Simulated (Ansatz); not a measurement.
# InGaAs2: the cost of one run

Method: DFT PBEsol, scalar-relativistic, plane waves, PAW, in Ansatz 0.2.0.

2 further runs of the same task are left out: 2 set aside as unsound or not needed.

## Step 1: The system as given

It takes space group F-43m (No. 216, cubic). Conventional cell: a = 5.658 Å, b = 5.658 Å, c = 5.658 Å, α = 90.00°, β = 90.00°, γ = 90.00°. Ga (site symmetry -43m) has 4 As at 2.45 Å as nearest neighbours. Around As (site symmetry -43m) lie 4 Ga at 2.45 Å.

As a file:

```
CELL_PARAMETERS angstrom
0.00000 2.82914 2.82914
2.82914 0.00000 2.82914
2.82914 2.82914 0.00000
ATOMIC_POSITIONS crystal
Ga 0.00000 0.00000 0.00000
As 0.25000 0.25000 0.25000
```

It is the result of an earlier relaxation at this level (volume 22.64 Å³/atom; gap on the mesh: 0.42 eV).

## Step 2: The 1/1 superlattice along [001]

m/n counts planes of the exchanged element. Cell and atoms relax; the formation energy counts from both relaxed end members (-4278.4300 eV an atom, and -5169.4143 eV an atom for InAs).

The cell holds 1 Ga, 1 In, 2 As: a = 4.153 Å, b = 4.153 Å, c = 5.873 Å, α = 90.00°, β = 90.00°, γ = 90.00°.

## Step 3: Relaxing it

The input, input.yaml:

```yaml
crystal:
  lattice:
    - [4.1528097897, 0.0, 0.0]
    - [0.0, 4.1528097897, 0.0]
    - [0.0, 0.0, 5.8729599265]
  atoms:
    - { symbol: Ga, position: [0.0, 0.0, 0.0] }
    - { symbol: In, position: [0.5, 0.5, 0.5] }
    - { symbol: As, position: [0.0, 0.5, 0.25] }
    - { symbol: As, position: [0.5, 0.0, 0.75] }
basis:
  ecutwfc: 420
kpoints:
  mp_grid: { grid: [8, 8, 6] }
hamiltonian:
  xc: pbesol
scf:
  occupations: { method: gaussian, width: 0.1 }
output:
  forces: true
  stress: true
  eigenvalues: true
  populations: true
  write_density: true
  write_potential: true
  elf: true
  volumetric_format: npy
relax:
  adjacent_minimum: "off"
  f_tol: 0.01
  max_steps: 45
  cell: { stress_tol: 0.05 }
```

The run is started by

```console
ansatz run input.yaml --threads 2 --pin off --max-ram 5120MiB --backend cpu --events-out ev --progress --plain --runs-dir out
```

What time and memory should one allow on 2 threads of Arm Neoverse V1, shared host?

About 69 s, with a peak of 0.48 GiB.
